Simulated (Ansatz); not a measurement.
Method: DFT PBE, scalar-relativistic, plane waves, PAW in Ansatz. All cells share a 420 eV cutoff and Γ-centred k meshes spaced at most about 0.3 Å⁻¹ (about 0.25 or finer for metals, 2π included). No spin polarisation.

These are static total energies at zero pressure.

Question: Which of these relaxed structures of Hf4O3 is the lowest in energy?
A.

```
CELL_PARAMETERS angstrom
5.27209 0.00000 0.00000
0.00000 3.21143 0.00000
-0.01580 0.00000 5.66678
ATOMIC_POSITIONS crystal
Hf 0.27086 0.00000 0.65636
Hf 0.72914 0.00000 0.34364
Hf 0.25516 0.50000 0.15562
Hf 0.74484 0.50000 0.84438
O 0.50000 0.00000 0.00000
O 0.00000 0.00000 0.00000
O 0.00000 0.50000 0.50000
```

B.

```
CELL_PARAMETERS angstrom
4.97018 0.00000 0.00000
0.00000 4.97018 0.00000
0.00000 0.00000 4.78116
ATOMIC_POSITIONS crystal
Hf 0.75459 0.75459 0.74285
Hf 0.24541 0.24541 0.74285
Hf 0.75459 0.24541 0.25715
Hf 0.24541 0.75459 0.25715
O 0.50000 0.00000 0.50000
O 0.00000 0.50000 0.50000
O 0.50000 0.50000 0.50000
```

Answer: B. The other, A, lies 13 meV/atom higher. Forms: B P-42m; A P2/m. Counting O atoms around Hf (those within 1.25 times the shortest such distance or 1.15 times the sum of covalent radii; a slash parts the counts of unlike sites): B has Hf 3; A has Hf 4/5. Both come from invented guesses. The lowest form computed isn't among them: it has space group P-42m (No. 111), 16.7 Å³/atom and lies 38 meV/atom below the best shown.

For metals, differences of a few meV/atom aren't resolved. Spin–orbit coupling, which can matter for Hf, is left out. Cells relaxed within their symmetry can be saddle points. Some structure types and database cells were kept out of the candidates from the start, so a known form may be missing.
